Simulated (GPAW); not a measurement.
Wanted: an ASE script for a GPAW 26.7.0 run.

* Task: single point
* Functional: PBE
* Potentials or basis: GPAW PAW data sets (gpaw-data 1.2.1)
* Cutoff: 800 eV
* Basis: pw
* k mesh: 10 × 10 × 8
* Occupations: fermi-dirac, width 0.05 eV
* Spin: no spin polarisation
* Maxiter: 100

The structure of CuO lies in CuO.xyz:

```xyz
4
Lattice="3.4220509700 0.0000000000 0.0000000000 0.0000000000 3.4220509700 0.0000000000 0.0000000000 0.0000000000 4.2604614800" Properties=species:S:1:pos:R:3 pbc="T T T"
Cu     0.0000000000      1.7110254850      0.0000000000
Cu     1.7110254850      0.0000000000      2.1302307400
O      0.0000000000      0.0000000000      1.0651153700
O      0.0000000000      0.0000000000      3.1953461100
```

Measurements of this composition are mostly on another form, of space group No. 15.

One way to write it, as run:

run.py

```python
from ase.dft.bandgap import bandgap
from ase.io import read, write
from ase.units import GPa
from gpaw import GPAW, PW

atoms = read('CuO.xyz')

calc = GPAW(mode=PW(800),
            xc='PBE',
            kpts={'size': (10, 10, 8), 'gamma': True},
            occupations={'name': 'fermi-dirac', 'width': 0.05},
            nbands=33,
            convergence={'density': 1e-05, 'energy': 1e-05},
            maxiter=100,
            txt='gpaw.txt')
atoms.calc = calc
energy = atoms.get_potential_energy()
forces = atoms.get_forces()
stress = atoms.get_stress()
calc.write('gs.gpw')
write('result.traj', atoms)
print(f'Energy: {energy:.6f} eV')
print('Forces (eV/A):')
print(forces.round(4))
print('Stress (GPa):', (stress / GPa).round(3))
print('Fermi level:', round(calc.get_fermi_level(), 4), 'eV')
print(f'Gap: {bandgap(calc)[0]:.4f} eV, direct: {bandgap(calc, direct=True)[0]:.4f} eV')
```

Potentials or basis: GPAW PAW data sets (gpaw-data 1.2.1), pw.

Launch:

```sh
$ OMP_NUM_THREADS=1 python run.py
```

It gave:

- Pressure: -1.7 GPa
- Band gap on the k mesh: none (metal or under the smearing width)

Caveat: with this Cu data set, volumes or pressures lay over 1.5 % or 2 GPa off other programs in two to four cells of ten; the run has no spin polarisation, though such a crystal can be magnetic; semilocal functionals often make such compounds metallic where correlation or magnetic order opens a gap, which also shifts bond lengths.

Run time: 4.5 min on 1 thread of Arm Neoverse V2 (shared host), peak memory 0.5 GiB.
